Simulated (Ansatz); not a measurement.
## CdS (Hawleyite) under changes of volume

One of the cells (24.808 Å³/atom); the others are scaled copies at fixed shape and fractional positions:

```
Cd S
1.0
     0.00000    2.91650    2.91650
     2.91650    0.00000    2.91650
     2.91650    2.91650    0.00000
Cd S
1 1
Direct
  0.00000 0.00000 0.00000
  0.75000 0.75000 0.75000
```

| Item | Value |
| --- | --- |
| Program | Ansatz 0.2.0 |
| Functional | PBE |
| Potentials or basis | all-electron LAPW, scalar-relativistic |
| Cutoff | 267 eV (chosen from the basis error) |
| Basis error allowed | 0.0005 eV/atom |
| k mesh | 8 × 8 × 8 |
| Occupations | fermi-dirac, width 0.05 eV |
| Spin | no spin polarisation |

```tsv
volume (Å³/atom)	energy over the lowest point (meV/atom)	pressure (GPa)	gap on the mesh (eV)
23.319	57.57	7.6	1.27
23.815	36.85	5.8	1.23
24.312	21.24	4.3	1.19
24.808	10.19	2.9	1.15
25.304	?	?	?
25.800	0.00	0.5	1.06
26.296	0.07	-0.5	1.02
```

Problem. What does the run at 25.304 Å³/atom give?

Solution. Energy over the lowest point 3.25 meV/atom; pressure 1.6 GPa; gap on the mesh 1.10 eV.

Worked out: A Birch-Murnaghan fit of order 3 (a polynomial in V^(-2/3)) to the other rows has its minimum at 26.04 Å³/atom with B0 = V·E''(V) = 53 GPa and B' = 4.6. It gives 3.26 meV/atom at 25.304 Å³/atom, against the run's 3.25, and -dE/dV = 1.6 GPa, against 1.6. A straight line through the other rows of the gap, of slope -2.1 eV per unit of ln V (its deformation potential), gives 1.10 eV, against the run's 1.10.

Energies are extrapolated to zero smearing.

Spin-orbit coupling on Cd is left out.
